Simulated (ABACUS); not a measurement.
The system is W.

```xyz
1
Lattice="-1.5823 1.5823 1.5823 1.5823 -1.5823 1.5823 1.5823 1.5823 -1.5823" Properties=species:S:1:pos:R:3 pbc="T T T"
W     0.0000    0.0000    0.0000
```

```yaml
Program: ABACUS 3.10.1
Task: relaxation of cell and atoms
Functional: BLYP
Potentials_or_basis: SPMS ONCV 1.0 PBE
Cutoff: 1007 eV
Density_cutoff: 4027 eV
Basis: plane waves
k_mesh: 10 × 10 × 10
Occupations: fermi-dirac, width 0.05 eV
Spin: no spin polarisation
```

At the start: pressure 16.5 GPa; volume 15.85 Å³/atom.

Where does the relaxation end?

Over 6 steps the energy falls by 42.1 meV/atom and the volume is 16.71 Å³/atom (+5.4 %); space group Im-3m (No. 229, to 0.05 Å).

The path:
| step | energy change (eV) | largest force (eV/Å) | pressure (GPa) | volume (Å³) |
| --- | --- | --- | --- | --- |
| 1 | 0.0000 | 0.0000 | 16.48 | 15.85 |
| 2 | 0.3729 | 0.0000 | -33.64 | 20.05 |
| 3 | -0.0418 | 0.0000 | -1.19 | 16.78 |
| 4 | -0.0418 | 0.0000 | -1.20 | 16.78 |
| 5 | -0.0400 | 0.0000 | 3.35 | 16.51 |
| 6 | -0.0421 | 0.0000 | 0.00 | 16.71 |

Final structure:
```yaml
crystal:
  lattice:
    - [-1.61043, 1.61043, 1.61043]
    - [1.61043, -1.61043, 1.61043]
    - [1.61043, 1.61043, -1.61043]
  atoms:
    - { symbol: W, position: [0.00000, 0.00000, 0.00000] }
```

Caveat: the potentials were made for another functional, which shifts forces and pressure.
